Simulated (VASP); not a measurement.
# CdTe (F-43m) in VASP: further runs

The runs below take CdTe through single point, relaxation of cell and atoms, with PBE.

Everything below comes from runs of VASP 6.6.1. Logs are shortened: lines on timing, memory, paths and dates and some standing lists are left out, and cuts for length are marked.

**What was measured.**

From a printed reference work, data compilation, for a bulk crystal of CdTe at 0 K: band gap 1.607 eV.

The results are compared with them further down.

### Step 1. The structure

It takes space group F-43m (No. 216, cubic). Conventional cell: a = 6.617 Å, b = 6.617 Å, c = 6.617 Å, α = 90.00°, β = 90.00°, γ = 90.00°. Around Cd (site symmetry -43m) lie 4 Te at 2.87 Å. Te (site symmetry -43m) has 4 Cd at 2.87 Å as nearest neighbours.

### Step 2. Single point, PBE (the relaxed cell repeated 2 times)

INCAR

```
  PREC = Accurate
  ENCUT = 520
  EDIFF = 1E-6
  ISMEAR = 0
  SIGMA = 0.05
  LREAL = F
  LASPH = T
  NELM = 100
  ALGO = Fast
  ISIF = 2
  LWAVE = F
  LCHARG = F
  GGA = PE
  NBANDS = 26
```

KPOINTS

```
Automatic mesh
0
Gamma
  8 8 6
```

POSCAR

```
CdTe
1.0
    0.0000000000     -3.3086867292     -3.3086867292
    0.0000000000      3.3086867292     -3.3086867292
    6.6173734584      0.0000000000      0.0000000000
Cd Te
2 2
Direct
    0.5000000000      0.5000000000      0.5000000000
    0.0000000000      0.0000000000      0.0000000000
    0.0000000000      0.5000000000      0.2500000000
    0.5000000000      0.0000000000      0.7500000000
```

Potentials or basis: VASP PAW PBE potentials, release 64 (Cd, Te).

Started as:

```sh
$ cat potpaw_PBE.64/Cd/POTCAR potpaw_PBE.64/Te/POTCAR > POTCAR
$ mpirun -np 1 vasp_std > vasp.out
```

OUTCAR:

```text
PREC = Accurate
   ENCUT = 520
   EDIFF = 1E-6
   ISMEAR = 0
   LREAL = F
   LASPH = T
   NELM = 100
   ISIF = 2
   GGA = PE

 ion  position               nearest neighbor table
   1  0.500  0.500  0.500-   3 2.87   4 2.87   4 2.87   3 2.87
   2  0.000  0.000  0.000-   3 2.87   4 2.87   3 2.87   4 2.87
   3  0.000  0.500  0.250-   1 2.87   2 2.87   2 2.87   1 2.87
   4  0.500  0.000  0.750-   1 2.87   2 2.87   1 2.87   2 2.87

  LATTYP: Found a simple tetragonal cell.
 ALAT       =     4.6791896461
 C/A-ratio  =     1.4142135624

  Lattice vectors:

 A1 = (   0.0000000000,  -3.3086867292,  -3.3086867292)
 A2 = (   0.0000000000,   3.3086867292,  -3.3086867292)
 A3 = (   6.6173734584,   0.0000000000,   0.0000000000)

Analysis of symmetry for initial positions (statically):
=====================================================================
 Subroutine PRICEL returns following result:

  LATTYP: Found a face centered cubic cell.
 ALAT       =     6.6173734584

  Lattice vectors:

 A1 = (  -3.3086867292,   0.0000000000,   3.3086867292)
 A2 = (  -3.3086867292,  -3.3086867292,   0.0000000000)
 A3 = (  -0.0000000000,  -3.3086867292,   3.3086867292)

   2 primitive cells build up your supercell.

 Routine SETGRP: Setting up the symmetry group for a
 simple tetragonal supercell.

 Subroutine GETGRP returns: Found  8 space group operations
 (whereof  8 operations were pure point group operations)
 out of a pool of 16 trial point group operations.

The static configuration has the point symmetry D_2d.

Analysis of symmetry for dynamics (positions and initial velocities):
=====================================================================
 Subroutine PRICEL returns following result:

  LATTYP: Found a face centered cubic cell.
 ALAT       =     6.6173734584

  Lattice vectors:

 A1 = (  -3.3086867292,   0.0000000000,   3.3086867292)
 A2 = (  -3.3086867292,  -3.3086867292,   0.0000000000)
 A3 = (  -0.0000000000,  -3.3086867292,   3.3086867292)

   2 primitive cells build up your supercell.

 Routine SETGRP: Setting up the symmetry group for a
 simple tetragonal supercell.

 Subroutine GETGRP returns: Found  8 space group operations
 (whereof  8 operations were pure point group operations)
 out of a pool of 16 trial point group operations.

The dynamic configuration has the point symmetry D_2d.

 Subroutine INISYM returns: Found  8 space group operations
 (whereof  8 operations are pure point group operations),
 and found     2 'primitive' translations

----------------------------------------------------------------------------------------

                                     Primitive cell

  volume of cell :      72.4431

  direct lattice vectors                    reciprocal lattice vectors
    -3.308686729  0.000000000  3.308686729    -0.151117359  0.151117359  0.151117359
    -3.308686729 -3.308686729  0.000000000    -0.151117359 -0.151117359 -0.151117359
    -0.000000000 -3.308686729  3.308686729     0.151117359 -0.151117359  0.151117359

  length of vectors
     4.679189646  4.679189646  4.679189646     0.261742944  0.261742944  0.261742944

  position of ions in fractional coordinates (direct lattice)
     0.000000000  1.000000000  0.000000000
     0.750000000  0.750000000  0.750000000

  ion indices of the primitive-cell ions
   primitive index   ion index
                 1           1
                 2           3

----------------------------------------------------------------------------------------

 KPOINTS: Automatic mesh

Automatic generation of k-mesh.
 Grid dimensions read from file:
 generate k-points for:    8    8    6

 Generating k-lattice:

  Cartesian coordinates                     Fractional coordinates (reciprocal lattice)
     0.000000000 -0.018889670 -0.018889670     0.125000000  0.000000000  0.000000000
     0.000000000  0.018889670 -0.018889670     0.000000000  0.125000000  0.000000000
     0.025186226  0.000000000  0.000000000     0.000000000  0.000000000  0.166666667

  Length of vectors
     0.026714027  0.026714027  0.025186226

  Shift w.r.t. Gamma in fractional coordinates (k-lattice)
     0.000000000  0.000000000  0.000000000

 Subroutine IBZKPT returns following result:
 ===========================================

 Found     60 irreducible k-points:

 Following reciprocal coordinates:
            Coordinates               Weight
  0.000000  0.000000  0.000000      1.000000
  0.125000  0.000000  0.000000      4.000000
  0.250000  0.000000  0.000000      4.000000
  0.375000  0.000000  0.000000      4.000000
  0.500000  0.000000  0.000000      2.000000
  0.125000  0.125000  0.000000      4.000000
[... 16 lines left out ...]
  0.375000  0.125000  0.166667     16.000000
  0.500000  0.125000  0.166667      8.000000
 [... further k-points ...]
   k-points           NKPTS =     60   k-points in BZ     NKDIM =     60   number of bands    NBANDS=     26
   number of dos      NEDOS =    301   number of ions     NIONS =      4
   total plane-waves  NPLWV =  64800
   dimension x,y,z NGX =    36 NGY =   36 NGZ =   50
   dimension x,y,z NGXF=    72 NGYF=   72 NGZF=  100
   ions per type =               2   2
   NGX,Y,Z   is equivalent  to a cutoff of  12.79, 12.79, 12.56 a.u.
   NGXF,Y,Z  is equivalent  to a cutoff of  25.58, 25.58, 25.12 a.u.
 SYSTEM =  unknown system
   PREC   = accura    normal or accurate (medium, high low for compatibility)
   ISTART =      0    job   : 0-new  1-cont  2-samecut
   ICHARG =      2    charge: 1-file 2-atom 10-const
   ISPIN  =      1    spin polarized calculation?
   LNONCOLLINEAR =      F non collinear calculations
   LSORBIT =      F    spin-orbit coupling
   LASPH  =      T    aspherical Exc in radial PAW
   ENCUT  =  520.0 eV  38.22 Ry    6.18 a.u.   8.70  8.70 12.30*2*pi/ulx,y,z
   NELM   =    100;   NELMIN=  2; NELMDL= -5     # of ELM steps
   EDIFF  = 0.1E-05   stopping-criterion for ELM
   LREAL  =      F    real-space projection
   EDIFFG = 0.1E-04   stopping-criterion for IOM
   NSW    =      0    number of steps for IOM
   IBRION =     -1    ionic relax: 0-MD 1-quasi-New 2-CG
   NFREE  =      0    steps in history (QN), initial steepest desc. (CG)
   ISIF   =      2    stress and relaxation
   ISYM   =      2    0-nonsym 1-usesym 2-fastsym
   POTIM  = 0.5000    time-step for ionic-motion
   TEBEG  =    0.0;   TEEND  =   0.0 temperature during run
   PSTRESS=    0.0 pullay stress
   NELECT =      36.0000    total number of electrons
   NUPDOWN=      -1.0000    fix difference up-down
   EMIN   =  10.00;   EMAX   =-10.00  energy-range for DOS
   EFERMI =   0.00;   METHOD = LEGACY
   ISMEAR =     0;   SIGMA  =   0.05  broadening in eV -4-tet -1-fermi 0-gaus
   EFERMI_NEDOS =   21; number of points for ismear=-14 and -15
   IALGO  =     68    algorithm
   IMIX   =      4    mixing-type and parameters
     AMIX     =   0.40;   BMIX     =  1.00
     AMIX_MAG =   1.60;   BMIX_MAG =  1.00
  volume/ion in A,a.u.               =      36.22       244.44
  Fermi-wavevector in a.u.,A,eV,Ry     =   1.029201  1.944907 14.412023  1.059254
  Thomas-Fermi vector in A             =   2.163236
   LORBIT       =      0    0 simple, 1 ext, 2 COOP (PROOUT), +10 PAW based schemes
   GGA     = PE    functional components
   LHFCALC =     F    Hartree Fock is set to
   AEXX    =    0.0000 exact exchange contribution
   IVDW    =     0    specifies the selected vdW correction
   LEPSILON=     F    determine dielectric tensor
   LRPA    =     F    only Hartree local field effects (RPA)
 non-spin polarized calculation
 RMM-DIIS sequential band-by-band and
 Gauss-broadening in eV      SIGMA  =   0.05
  energy-cutoff  :      520.00
  volume of cell :      144.89
 maximum number of plane-waves:      3937
 NGX is ok and might be reduce to    36

 number of electron      36.0000018 magnetization

 Free energy of the ion-electron system (eV)
  ---------------------------------------------------
  ext. energy  EPLUGINS =         0.00000000
  ---------------------------------------------------
  free energy    TOTEN  =        -9.62522184 eV

  energy without entropy =       -9.62522184  energy(sigma->0) =       -9.62522184

 E-fermi :   2.0185     XC(G=0):  -8.3114

 val. band max:        1.8000357673   @ k =   0.0000   0.0000   0.0000
 cond. band min:       2.3835347560   @ k =   0.0000   0.0000   0.0000
 fundamental gap:      0.5834989886
 Fermi energy:         2.0185154011

 k-point     1 :       0.0000    0.0000    0.0000
  band No.  band energies     occupation
      1      -9.0359      2.00000
      2      -8.5922      2.00000
      3      -6.2906      2.00000
      4      -6.2906      2.00000
      5      -6.2906      2.00000
      6      -6.1561      2.00000
[... 18 lines left out ...]
     25       9.1755      0.00000
     26      10.3144      0.00000

 k-point     2 :       0.1250    0.0000    0.0000
  band No.  band energies     occupation
      1      -9.0018      2.00000
      2      -8.5931      2.00000
      3      -6.2856      2.00000
      4      -6.2818      2.00000
      5      -6.2640      2.00000
      6      -6.1751      2.00000
[... 18 lines left out ...]
     25       9.6547      0.00000
     26       9.7162      0.00000

 k-point     3 :       0.2500    0.0000    0.0000
  band No.  band energies     occupation
      1      -8.9118      2.00000
      2      -8.6018      2.00000
      3      -6.2712      2.00000
      4      -6.2606      2.00000
      5      -6.1948      2.00000
      6      -6.1798      2.00000
[... 18 lines left out ...]
     25       9.0303      0.00000
     26       9.1215      0.00000

 k-point     4 :       0.3750    0.0000    0.0000
  band No.  band energies     occupation
      1      -8.7983      2.00000
      2      -8.6324      2.00000
      3      -6.2499      2.00000
      4      -6.2384      2.00000
      5      -6.2098      2.00000
      6      -6.1988      2.00000
[... 18 lines left out ...]
     25       8.2765      0.00000
     26       8.2926      0.00000

 k-point     5 :       0.5000    0.0000    0.0000
  band No.  band energies     occupation
      1      -8.6980      2.00000
      2      -8.6980      2.00000
      3      -6.2246      2.00000
      4      -6.2246      2.00000
      5      -6.2222      2.00000
      6      -6.2222      2.00000
[... 18 lines left out ...]
     25       7.6056      0.00000
     26       7.6056      0.00000

 k-point     6 :       0.1250    0.1250    0.0000
  band No.  band energies     occupation
      1      -8.9690      2.00000
      2      -8.5928      2.00000
      3      -6.2725      2.00000
      4      -6.2725      2.00000
      5      -6.2462      2.00000
      6      -6.1754      2.00000
[... 427 lines left out ...]
 k-point    21 :       0.1250    0.1250    0.1667
  band No.  band energies     occupation
      1      -8.9428      2.00000
      2      -8.6164      2.00000
      3      -6.2750      2.00000
      4      -6.2672      2.00000
      5      -6.2132      2.00000
      6      -6.1836      2.00000
[... 18 lines left out ...]
     25       8.2132      0.00000
     26       9.6655      0.00000

 k-point    22 :       0.2500    0.1250    0.1667
  band No.  band energies     occupation
      1      -8.8630      2.00000
      2      -8.6160      2.00000
      3      -6.2575      2.00000
      4      -6.2505      2.00000
      5      -6.1991      2.00000
      6      -6.1874      2.00000
[... 18 lines left out ...]
     25       7.5246      0.00000
     26       9.2594      0.00000

 k-point    23 :       0.3750    0.1250    0.1667
  band No.  band energies     occupation
      1      -8.7649      2.00000
      2      -8.6329      2.00000
      3      -6.2397      2.00000
      4      -6.2303      2.00000
      5      -6.2109      2.00000
      6      -6.1998      2.00000
[... 18 lines left out ...]
     25       7.7459      0.00000
     26       9.0951      0.00000

 k-point    24 :       0.5000    0.1250    0.1667
  band No.  band energies     occupation
      1      -8.6820      2.00000
      2      -8.6820      2.00000
      3      -6.2231      2.00000
      4      -6.2231      2.00000
      5      -6.2143      2.00000
      6      -6.2143      2.00000
[... 18 lines left out ...]
     25       8.2972      0.00000
     26       8.2972      0.00000

 [... further k-points ...]

------------------------ aborting loop because EDIFF is reached ----------------------------------------

  FORCE on cell =-STRESS in cart. coord.  units (eV):
  Direction    XX          YY          ZZ          XY          YZ          ZX
  --------------------------------------------------------------------------------------
  -------------------------------------------------------------------------------------
  Total        0.1041451      0.1107084      0.1107084      0.0000000      0.0000000      0.0000000
  in kB        1.1516550      1.2242337      1.2242337      0.0000000      0.0000000      0.0000000
  external PRESSURE =       1.2000408 kB  Pullay stress =       0.0000000 kB

 VOLUME and BASIS-vectors are now :
 -----------------------------------------------------------------------------
  energy-cutoff  :      520.00
  volume of cell :      144.89
      direct lattice vectors                 reciprocal lattice vectors
     0.000000000 -3.308686729 -3.308686729     0.000000000 -0.151117359 -0.151117359
     0.000000000  3.308686729 -3.308686729     0.000000000  0.151117359 -0.151117359
     6.617373458  0.000000000  0.000000000     0.151117359  0.000000000  0.000000000

 POSITION                                       TOTAL-FORCE (eV/Angst)
 -----------------------------------------------------------------------------------
      3.30869      0.00000     -3.30869        -0.000000     -0.000000      0.000000
      0.00000      0.00000      0.00000         0.000000     -0.000000     -0.000000
      1.65434      1.65434     -1.65434         0.000000      0.000000     -0.000000
      4.96303     -1.65434     -1.65434         0.000000      0.000000     -0.000000
 -----------------------------------------------------------------------------------
    total drift:                                0.000000      0.000000     -0.000000

  FREE ENERGIE OF THE ION-ELECTRON SYSTEM (eV)
  ---------------------------------------------------
  free  energy   TOTEN  =        -9.6252218424 eV

  energy  without entropy=       -9.6252218424  energy(sigma->0) =       -9.62522184
```

Wall time 2 min (1 thread of Intel Xeon Platinum 8559C (Emerald Rapids), shared host); peak memory 0.37 GiB.

Results:

* Free energy: -9.6252 eV
* Pressure: 0.1 GPa
* Band gap on the k mesh: 0.58 eV

Levels at points of the mesh, in eV from the valence-band top:
```tsv
k point	band 14	band 15	band 16	band 17	band 18	band 19	band 20	band 21	band 22	band 23
(0.00, 0.00, 0.00)	-1.66	-1.66	0.00	0.00	0.00	0.58	2.67	2.74	4.64	4.64
(0.50, 0.00, 0.00)	-3.47	-1.92	-1.92	-0.71	-0.71	3.01	3.01	5.19	5.19	5.56
(0.50, 0.50, 0.00)	-4.01	-1.66	-1.66	-1.66	-1.66	2.67	2.67	2.74	2.74	8.51
(0.00, 0.00, 0.50)	-2.55	-0.96	-0.96	-0.96	-0.96	2.82	2.82	3.39	3.39	6.36
(0.50, 0.00, 0.50)	-4.08	-0.69	-0.69	-0.69	-0.69	1.76	1.76	5.21	5.21	5.21
(0.50, 0.50, 0.50)	-3.90	-2.09	-2.09	-1.95	-1.95	4.03	4.03	4.70	4.70	5.49
```

Caveat: spin-orbit coupling is left out, which moves the levels of the heavy elements.

### Step 3. Single point, PBE

This run uses another cell than the first one: it holds 2 atoms, not 4.

INCAR

```
SYSTEM = CdTe
  PREC = Accurate
  ENCUT = 520
  EDIFF = 1E-7
  ISMEAR = 0
  SIGMA = 0.02
  LREAL = .False.
  LASPH = .True.
  NELM = 100
  ALGO = Normal
  ISIF = 2
  LWAVE = .False.
  LCHARG = .False.
  GGA = PE
  NBANDS = 16
```

KPOINTS

```
Automatic mesh
0
Gamma
  10 10 10
  0 0 0
```

POSCAR

```
CdTe
1.0
    0.0000000000      3.3086867292      3.3086867292
    3.3086867292      0.0000000000      3.3086867292
    3.3086867292      3.3086867292      0.0000000000
Cd Te
1 1
Direct
    0.0000000000      0.0000000000      0.0000000000
    0.7500000000      0.7500000000      0.7500000000
```

Potentials or basis: VASP PAW PBE potentials, release 64 (Cd, Te).

Started as:

```sh
$ cat potpaw_PBE.64/Cd/POTCAR potpaw_PBE.64/Te/POTCAR > POTCAR
$ mpirun -np 1 vasp_std > vasp.out
```

Run time: 34 s. Hardware: 1 thread of Intel Xeon Platinum 8559C (Emerald Rapids), shared host; peak memory 0.23 GiB.

The run converged. Its results:

* Free energy: -4.8128 eV
* Pressure: 0.1 GPa
* Band gap on the k mesh: 0.58 eV, direct

Levels at points of the mesh, in eV from the valence-band top:
| k point | band 5 | band 6 | band 7 | band 8 | band 9 | band 10 | band 11 | band 12 | band 13 | band 14 |
| --- | --- | --- | --- | --- | --- | --- | --- | --- | --- | --- |
| (0.00, 0.00, 0.00) | -7.87 | -7.87 | 0.00 | 0.00 | 0.00 | 0.58 | 4.64 | 4.64 | 4.64 | 7.38 |
| (0.50, 0.00, 0.00) | -7.87 | -7.57 | -4.08 | -0.69 | -0.69 | 1.76 | 5.21 | 5.21 | 7.01 | 8.44 |
| (0.50, 0.50, 0.00) | -7.85 | -7.45 | -4.01 | -1.66 | -1.66 | 2.67 | 2.74 | 8.51 | 8.81 | 8.81 |

Caveat: spin-orbit coupling is left out, which moves the levels of the heavy elements.

### Step 4. Relaxation of cell and atoms, PBE

This run uses another cell than the first one: it holds 2 atoms, not 4.

INCAR

```
PREC = Accurate
ENCUT = 600
EDIFF = 1E-7
ISMEAR = 0
SIGMA = 0.02
LREAL = F
LASPH = T
NELM = 100
ALGO = Fast
ISIF = 3
LWAVE = F
LCHARG = F
GGA = PE
IBRION = 2
NSW = 100
EDIFFG = -0.005
```

KPOINTS

```
Automatic mesh
0
Gamma
  10 10 10
```

POSCAR is that of step 3.

Started as:

```sh
$ cat potpaw_PBE.64/Cd/POTCAR potpaw_PBE.64/Te/POTCAR > POTCAR
$ mpirun -np 1 vasp_std > vasp.out
```

Run time: 62 s. Hardware: 1 thread of Intel Xeon Platinum 8559C (Emerald Rapids), shared host; peak memory 0.27 GiB.

The run converged. Its results:

```yaml
Free_energy: -4.8125 eV
Relaxed_volume: 36.32 Å³/atom
Relaxed_cell: a = 4.684 Å, b = 4.684 Å, c = 4.684 Å, α = 60.00°, β = 60.00°, γ = 60.00°
Space_group_after_relaxing_to_0.05_Å: F-43m (No. 216)
Energy_gained_by_relaxing: 0.0 meV/atom
Ionic_steps: 2
Pressure_after_relaxing: 0.0 GPa
Band_gap_on_the_k_mesh: 0.58 eV, direct
```

Final structure:
```xyz
2
Lattice="0.0000 3.3118 3.3118 3.3118 0.0000 3.3118 3.3118 3.3118 0.0000" Properties=species:S:1:pos:R:3 pbc="T T T"
Cd    0.0000    0.0000    0.0000
Te    4.9676    4.9676    4.9676
```

Levels at points of the mesh, in eV from the valence-band top:
| k point | band 7 | band 8 | band 9 | band 10 | band 11 | band 12 |
| --- | --- | --- | --- | --- | --- | --- |
| (0.00, 0.00, 0.00) | 0.00 | 0.00 | 0.00 | 0.58 | 4.64 | 4.64 |
| (0.50, 0.00, 0.00) | -4.07 | -0.68 | -0.68 | 1.75 | 5.21 | 5.21 |
| (0.50, 0.50, 0.00) | -4.00 | -1.65 | -1.65 | 2.67 | 2.75 | 8.50 |

Caveat: spin-orbit coupling is left out, which moves the levels of the heavy elements.

### Step 5. The runs side by side

```csv
task,cell,k mesh,cutoff (eV),smearing,gap on the mesh (eV),pressure (GPa)
single point,the relaxed cell repeated 2 times,8 × 8 × 6,520,gaussian 0.05 eV,0.58,0.1
single point,as given,10 × 10 × 10,520,gaussian 0.02 eV,0.58,0.1
relaxation of cell and atoms,relaxed,10 × 10 × 10,600,gaussian 0.02 eV,0.58,0.0
```

Alike in all rows: level PBE; potentials or basis VASP PAW PBE potentials, release 64 (Cd, Te); no spin polarisation.

Caveats: spin-orbit coupling is left out, which moves the levels of the heavy elements.

Total energies depend on the potentials used, so only differences within one code and one set of settings carry meaning.

### Step 6. How close it comes

Step 3. Measured gap of CdTe: 1.607 eV (0 K; a printed reference work, data compilation). This calculation gives 0.58 eV (-1.02 eV). So large a miss can be the level of theory's own, or it may mean another phase, state or a wrong row. Spin-orbit coupling on Cd, Te is left out. The value is that of PBE, without temperature or zero-point motion. Semilocal functionals fall short of measured gaps as a rule.
